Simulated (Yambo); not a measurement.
# InP (F-43m) in Yambo: convergence with bands in self energy

Aim: find how far bands in self energy must go before the results for InP settle, at LDA. This setting moves, with any that are tied to it; all else stays.

Everything below comes from runs of Yambo 5.3.0. Logs are shortened: lines on timing, memory, paths and dates and some standing lists are left out, and cuts for length are marked.

## (1) The crystal as given

The structure is cubic, space group F-43m (No. 216). The conventional cell has a = 5.861 Å, b = 5.861 Å, c = 5.861 Å, α = 90.00°, β = 90.00°, γ = 90.00°. In (site symmetry -43m) has 4 P at 2.54 Å as nearest neighbours. P (site symmetry -43m) is surrounded by 4 In at 2.54 Å.

## (2) With bands in self energy 29

Input file g0w03.in:

```
gw0
dyson
el_el_corr
rim_cut
HF_and_locXC
ppa
em1d
RandQpts= 1000000
RandGvec= 50 RL
EXXRLvcs= 70 Ry
VXCRLvcs= 70 Ry
Chimod= "HARTREE"
% BndsRnXp
 1 | 159 |
%
NGsBlkXp= 6 Ry
% LongDrXp
 1 | 1 | 1 |
%
PPAPntXp= 27.21138 eV
% GbndRnge
 1 | 29 |
%
GTermKind= "none"
DysSolver= "n"
ExtendOut
% QPkrange
 1 | 1 | 9 | 10 |
%
```

Input file scf.in:

```
&CONTROL
  calculation = 'scf'
  prefix = 'pwscf'
  outdir = './tmp'
  pseudo_dir = './pseudo'
/
&SYSTEM
  ibrav = 0
  nat = 2
  ntyp = 2
  ecutwfc = 70
  nbnd = 15
  occupations = 'smearing'
  smearing = 'fd'
  degauss = 0.00367493
  force_symmorphic = .true.
/
&ELECTRONS
  conv_thr = 4d-10
  electron_maxstep = 120
  mixing_beta = 0.5
/
ATOMIC_SPECIES
In   114.8180 In.upf
P     30.9738 P.upf
CELL_PARAMETERS angstrom
   0.0000000000    2.9305000000    2.9305000000
   2.9305000000    0.0000000000    2.9305000000
   2.9305000000    2.9305000000    0.0000000000
ATOMIC_POSITIONS crystal
In     0.0000000000    0.0000000000    0.0000000000
P      0.7500000000    0.7500000000    0.7500000000
K_POINTS automatic
8 8 8 0 0 0
```

Input file nscf.in:

```
&CONTROL
  calculation = 'nscf'
  prefix = 'pwscf'
  outdir = './tmp'
  pseudo_dir = './pseudo'
/
&SYSTEM
  ibrav = 0
  nat = 2
  ntyp = 2
  ecutwfc = 70
  nbnd = 159
  occupations = 'fixed'
  force_symmorphic = .true.
/
&ELECTRONS
  conv_thr = 1d-08
  diago_full_acc = .true.
  diago_thr_init = 1d-06
/
ATOMIC_SPECIES
In   114.8180 In.upf
P     30.9738 P.upf
CELL_PARAMETERS angstrom
   0.0000000000    2.9305000000    2.9305000000
   2.9305000000    0.0000000000    2.9305000000
   2.9305000000    2.9305000000    0.0000000000
ATOMIC_POSITIONS crystal
In     0.0000000000    0.0000000000    0.0000000000
P      0.7500000000    0.7500000000    0.7500000000
K_POINTS automatic
6 6 6 0 0 0
```

Potentials or basis: PseudoDojo 0.4.1 SR LDA standard.

Command:

```bash
> OMP_NUM_THREADS=1 pw.x -in scf.in > scf.out
> OMP_NUM_THREADS=1 pw.x -in nscf.in > nscf.out
> cd tmp/pwscf.save; p2y; mv SAVE ../..; cd ../..
> OMP_NUM_THREADS=1 yambo
> mkdir -p g0w03; ln -s $PWD/g0w00/ndb.pp* g0w03/
> mkdir -p g0w03; ln -s $PWD/g0w00/ndb.RIM g0w03/
> OMP_NUM_THREADS=1 yambo -F g0w03.in -J g0w03 -C g0w03_out
```

Yambo's report:

```text
[... sections 02.01 to 02.04 as in the set-up run ...]

  [02.05] Energies & Occupations
  ==============================

  [X] === General ===
  [X] Electronic Temperature                        :  0.000000  0.000000 [eV K]
  [X] Bosonic    Temperature                        :  0.000000  0.000000 [eV K]
  [X] Finite Temperature mode                       : no
  [X] El. density                                   :  0.35762E+24 [cm-3]
  [X] Fermi Level                                   :  6.882891 [eV]

  [X] === Gaps and Widths ===
  [X] Conduction Band Min                           :  0.486102 [eV]
  [X] Valence Band Max                              :  0.000000 [eV]
  [X] Filled Bands                                  :   9
  [X] Empty Bands                                   :   10  159
  [X] Direct Gap                                    :  0.486102 [eV]
  [X] Direct Gap localized at k                     :  1
  [X] Indirect Gap                                  :  0.486102 [eV]
  [X] Indirect Gap between kpts                     :  1  1
  [X] Last valence band width                       :  2.838483 [eV]
  [X] 1st conduction band width                     :  3.048111 [eV]

 [03] Transferred momenta grid and indexing
 ==========================================

 IBZ Q-points                                      :  16
 BZ  Q-points                                      :  216

 K/Q-points units:
 rlu = crystal or reduced units; cc = cartesian coordinates; iku = interal k-units

 Q [ 1]         [rlu]:  0.000000  0.000000  0.000000
 Q [ 2]         [rlu]: -0.14276E-17 -0.14276E-17  0.16667
 Q [ 3]         [rlu]: -0.28552E-17 -0.28552E-17  0.33333
 Q [ 4]         [rlu]: -0.66045E-16 -0.10534E-16 -0.50000
 Q [ 5]         [rlu]: -0.58249E-19  0.16667      0.16667
 Q [ 6]         [rlu]:  0.24682E-16  0.16667      0.33333
 Q [ 7]         [rlu]:  0.43732E-18  0.16667      0.50000
 Q [ 8]         [rlu]: -0.10534E-16  0.16667     -0.33333
 Q [ 9]         [rlu]:  0.28552E-17  0.16667     -0.16667
 Q [10]         [rlu]: -0.11650E-18  0.33333      0.33333
 Q [11]         [rlu]:  0.25727E-17  0.33333      0.50000
 Q [12]         [rlu]:  0.57104E-17  0.33333     -0.33333
 Q [13]         [rlu]:  0.17475E-18 -0.50000     -0.50000
 Q [14]         [rlu]:  0.166667  0.333333  0.500000
 Q [15]         [rlu]:  0.166667  0.333333 -0.333333
 Q [16]         [rlu]:  0.166667 -0.500000 -0.333333

 [04] Coloumb potential Random Integration (RIM)
 ===============================================

 Summary of Coulomb integrals for non-metallic bands |Q|[au] RIM/Bare

 Q [1] 0.100000E-4 0.995998 * Q [2] 0.163764 1.064860
 Q [5] 0.189098 1.063764 * Q [9] 0.267426 1.026684
 Q [6] 0.313584 1.019317 * Q [3] 0.327528 1.016823
 Q [10] 0.378197 1.013626 * Q [8] 0.412131 1.011243
 Q [14] 0.422837 1.010509 * Q [7] 0.463195 1.008721
 Q [11] 0.491292 1.007972 * Q [4] 0.491292 1.007966
 Q [12] 0.534851 1.006889 * Q [15] 0.559361 1.006282
 Q [13] 0.567295 1.006154 * Q [16] 0.597982 1.005460

 [05] Dipoles
 ============

  [05.01] Setup: observables and procedures
  =========================================

[... 43 lines left out ...]
  Green`s function   wavefunctions                 : Slater exchange(X)+Perdew & Wang(C)
  Total number of QP states                        :  2
  Exchange RL vectors                              :   3479
  Exchange summation bands                         :   9
  RIM RL components                                :   51
  RIM random points                                :  1000000

 [xc] E_xc :  -8.953156 [Ha]
      E_xc :  -17.90631 [Ry]

  Local XC kind (lXC) : Slater exchange(X)+Perdew & Wang(C)
  Non-Local XC kind (nlXC) : Hartree-Fock

  Corrections @ K [1] :  [eV]
 <9|nlXC|9> = -13.88217  0.11409E-16 <9|lXC|9> = -12.45496  0.000000
 <10|nlXC|10> = -8.097922  0.23447E-19 <10|lXC|10> = -11.58139  0.000000

 [08] Dyson equation: Newton solver
 ==================================

  [08.01] G0W0 (W PPA)
  ====================

  [  GW  ] Bands range     :   1  29
  [GW/PPA] G damping       :  0.100000 [eV]

  QP @ state[ 1 ] K range:  1  1
  QP @ state[ 1 ] b range:   9  10

   Current Q-pt index             :  1
   :: PP condition fails/total    :  0.401212
   :: Time ordering fails/rest    :  0.499895
   :: Mean rel dev of PP cond     :  0.401285
   Current Q-pt index             :  2
   :: PP condition fails/total    :  0.397172
   :: Time ordering fails/rest    :  0.500942
   :: Mean rel dev of PP cond     :  0.397237
   Current Q-pt index             :  3
   :: PP condition fails/total    :  0.396162
   :: Time ordering fails/rest    :  0.500314
   :: Mean rel dev of PP cond     :  0.396195
   Current Q-pt index             :   4
[... 37 lines left out ...]
   :: Time ordering fails/rest    :  0.499069
   :: Mean rel dev of PP cond     :  0.390117
   Current Q-pt index             :  14
   :: PP condition fails/total    :  0.391365
   :: Time ordering fails/rest    :  0.499689
   :: Mean rel dev of PP cond     :  0.391401
   Current Q-pt index             :  15
   :: PP condition fails/total    :  0.389092
   :: Time ordering fails/rest    :  0.500310
   :: Mean rel dev of PP cond     :  0.389121
   Current Q-pt index             :  16
   :: PP condition fails/total    :  0.386062
   :: Time ordering fails/rest    :  0.500720
   :: Mean rel dev of PP cond     :  0.386104

  [08.02] QP properties and I/O
  =============================

  Legend (energies in eV)
  - B  : Band       - Eo  : bare energy
  - E  : QP energy  - Z   : Renormalization factor
  - So : Sc(Eo)     - S   : Sc(E)
  - dSp: Sc derivative precision

  - lXC: Local XC (Slater exchange(X)+Perdew & Wang(C))
  -nlXC: non-Local XC (Hartree-Fock)

  QP [eV] @ K [1] (iku):  0.000000  0.000000  0.000000
   B=9 Eo=  0.00 E=  0.13 E-Eo=  0.13 Re(Z)=0.79 Im(Z)=-0.146025E-2 nlXC= -13.8822 lXC= -12.4550 So=  1.58825
   B=10 Eo=  0.49 E=  1.08 E-Eo=  0.59 Re(Z)=0.80 Im(Z)=-0.138761E-2 nlXC= -8.09792 lXC= -11.5814 So= -2.74122

  [WR./g0w03//ndb.QP]-------------------------------------------------------------
   Lattice constants                                :  5.537842  5.537842  5.537842
   Coulomb cutoff potential                         : none
   Electronic Temperature                           :  0.000000 [K]
   Bosonic    Temperature                           :  0.000000 [K]
   Green`s function   energies                      : Slater exchange(X)+Perdew & Wang(C)
   wavefunctions                                    : Slater exchange(X)+Perdew & Wang(C)
   PPA    diel. fun.  energies                      : Slater exchange(X)+Perdew & Wang(C)
   wavefunctions                                    : Slater exchange(X)+Perdew & Wang(C)
   QP tot states                                    :  2
   GW solver                                        : Newton
   GW approximation                                 : PPA
   PPA imaginary Energy                             :  27.21138 ev
   RIM G`s                                          :   51
   RIM random pts                                   :  1000000
   dS/dw steps                                      :  2
   dS/dw step                                       :  0.100000 ev
   X G`s                                            :   89 used
   X G`s                                            :   89 disk
   X bands                                          :    1  159
   X poles                                          :  100.0000 o/o
   X e/h E range                                    : -1.000000 -1.000000 ev
   X Hxc Kernel                                     : HARTREE
   X BZ energy Double Grid                          : no
   X Optical Averaged directions                    : none
   Sc/G bands                                       :   1  29
   Sc/G damping                                     :  0.100000 ev
   Sc bands terminator                              : no
   Sx RL components                                 :   3479

   QP @ state[ 1 ] K range                          :  1  1
   QP @ state[ 1 ] b range                          :   9  10
   GF energies kind                                 : Slater exchange(X)+Perdew & Wang(C)
   GF WF`s kind                                     : Slater exchange(X)+Perdew & Wang(C)
   Xs energies kind                                 : Slater exchange(X)+Perdew & Wang(C)
   Xs WF`s kind                                     : Slater exchange(X)+Perdew & Wang(C)
```

o-g0w03.qp:

```text
# GW solver                                       : Newton
# GW approximation                                : PPA
# PPA imaginary Energy                            :   27.2113800    [ev]
[... 28 lines left out ...]
#
        1                   9                 0.000000           0.126855           0.126855          -12.45496          -13.88217           1.588245           1.554059          -7.337304           0.787622          -0.001460           8.229024           79.98663
        1                  10                 0.486102           1.079493           0.593391          -11.58139          -8.097922          -2.741221          -2.890081          -6.825281           0.799470          -0.001388          -10.85584           60.63204
#
```

What came out:

```
Band gap on the k mesh, mean-field level          : 0.49 eV, direct
Quasiparticle gap                                 : 0.95 eV
Least direct quasiparticle gap                    : 0.95 eV
Quasiparticle gap at Γ                            : 0.95 eV
Band gap of the same states before the correction : 0.49 eV
```

## (3) With bands in self energy 49

Input file g0w04.in:

```
gw0
dyson
el_el_corr
rim_cut
HF_and_locXC
ppa
em1d
RandQpts= 1000000
RandGvec= 50 RL
EXXRLvcs= 70 Ry
VXCRLvcs= 70 Ry
Chimod= "HARTREE"
% BndsRnXp
 1 | 159 |
%
NGsBlkXp= 6 Ry
% LongDrXp
 1 | 1 | 1 |
%
PPAPntXp= 27.21138 eV
% GbndRnge
 1 | 49 |
%
GTermKind= "none"
DysSolver= "n"
ExtendOut
% QPkrange
 1 | 1 | 9 | 10 |
%
```

scf.in is that of step 2.

nscf.in is that of step 2.

Potentials or basis: PseudoDojo 0.4.1 SR LDA standard.

Command:

```bash
> OMP_NUM_THREADS=1 pw.x -in scf.in > scf.out
> OMP_NUM_THREADS=1 pw.x -in nscf.in > nscf.out
> cd tmp/pwscf.save; p2y; mv SAVE ../..; cd ../..
> OMP_NUM_THREADS=1 yambo
> mkdir -p g0w04; ln -s $PWD/g0w00/ndb.pp* g0w04/
> mkdir -p g0w04; ln -s $PWD/g0w00/ndb.RIM g0w04/
> OMP_NUM_THREADS=1 yambo -F g0w04.in -J g0w04 -C g0w04_out
```

The run converged. Its results:

```yaml
Band_gap_on_the_k_mesh_mean-field_level: 0.49 eV, direct
Quasiparticle_gap: 0.94 eV
Least_direct_quasiparticle_gap: 0.94 eV
Quasiparticle_gap_at_Γ: 0.94 eV
Band_gap_of_the_same_states_before_the_correction: 0.49 eV
```

## (4) With bands in self energy 89

Input file g0w05.in:

```
gw0
dyson
el_el_corr
rim_cut
HF_and_locXC
ppa
em1d
RandQpts= 1000000
RandGvec= 50 RL
EXXRLvcs= 70 Ry
VXCRLvcs= 70 Ry
Chimod= "HARTREE"
% BndsRnXp
 1 | 159 |
%
NGsBlkXp= 6 Ry
% LongDrXp
 1 | 1 | 1 |
%
PPAPntXp= 27.21138 eV
% GbndRnge
 1 | 89 |
%
GTermKind= "none"
DysSolver= "n"
ExtendOut
% QPkrange
 1 | 1 | 9 | 10 |
%
```

scf.in is that of step 3.

nscf.in is that of step 3.

Command:

```bash
> OMP_NUM_THREADS=1 pw.x -in scf.in > scf.out
> OMP_NUM_THREADS=1 pw.x -in nscf.in > nscf.out
> cd tmp/pwscf.save; p2y; mv SAVE ../..; cd ../..
> OMP_NUM_THREADS=1 yambo
> mkdir -p g0w05; ln -s $PWD/g0w00/ndb.pp* g0w05/
> mkdir -p g0w05; ln -s $PWD/g0w00/ndb.RIM g0w05/
> OMP_NUM_THREADS=1 yambo -F g0w05.in -J g0w05 -C g0w05_out
```

The run converged. Its results:

```yaml
Band_gap_on_the_k_mesh_mean-field_level: 0.49 eV, direct
Quasiparticle_gap: 0.96 eV
Least_direct_quasiparticle_gap: 0.96 eV
Quasiparticle_gap_at_Γ: 0.96 eV
Band_gap_of_the_same_states_before_the_correction: 0.49 eV
```

## (5) With bands in self energy 159

Input file g0w01.in:

```
gw0
dyson
el_el_corr
rim_cut
HF_and_locXC
ppa
em1d
RandQpts= 1000000
RandGvec= 50 RL
EXXRLvcs= 70 Ry
VXCRLvcs= 70 Ry
Chimod= "HARTREE"
% BndsRnXp
 1 | 159 |
%
NGsBlkXp= 6 Ry
% LongDrXp
 1 | 1 | 1 |
%
PPAPntXp= 27.21138 eV
% GbndRnge
 1 | 159 |
%
GTermKind= "none"
DysSolver= "n"
ExtendOut
% QPkrange
 1 | 1 | 9 | 10 |
%
```

scf.in is that of step 4.

nscf.in is that of step 4.

Command:

```bash
> OMP_NUM_THREADS=1 pw.x -in scf.in > scf.out
> OMP_NUM_THREADS=1 pw.x -in nscf.in > nscf.out
> cd tmp/pwscf.save; p2y; mv SAVE ../..; cd ../..
> OMP_NUM_THREADS=1 yambo
> mkdir -p g0w01; ln -s $PWD/g0w00/ndb.pp* g0w01/
> mkdir -p g0w01; ln -s $PWD/g0w00/ndb.RIM g0w01/
> OMP_NUM_THREADS=1 yambo -F g0w01.in -J g0w01 -C g0w01_out
```

The run converged. Its results:

```
Band gap on the k mesh, mean-field level          : 0.49 eV, direct
Quasiparticle gap                                 : 0.98 eV
Least direct quasiparticle gap                    : 0.98 eV
Quasiparticle gap at Γ                            : 0.98 eV
Band gap of the same states before the correction : 0.49 eV
```

## (6) Summary

| bands in self energy | quasiparticle gap at the points computed (eV) |
| --- | --- |
| 29 | 0.953 |
| 49 | 0.944 |
| 89 | 0.956 |
| 159 | 0.975 |

Against the tightest run, the quasiparticle gap at the points computed stays within 0.05 eV from 29 on. The tightest run that finished is the yardstick and may itself not be fully converged.

Caveats: the potentials hold a filled d shell without the s and p states of that shell, which can shift GW gaps by tenths of an eV, either way; this version prints the column dSc/dw multiplied by 27.2; spin-orbit coupling is left out, which moves the levels of the heavy elements.
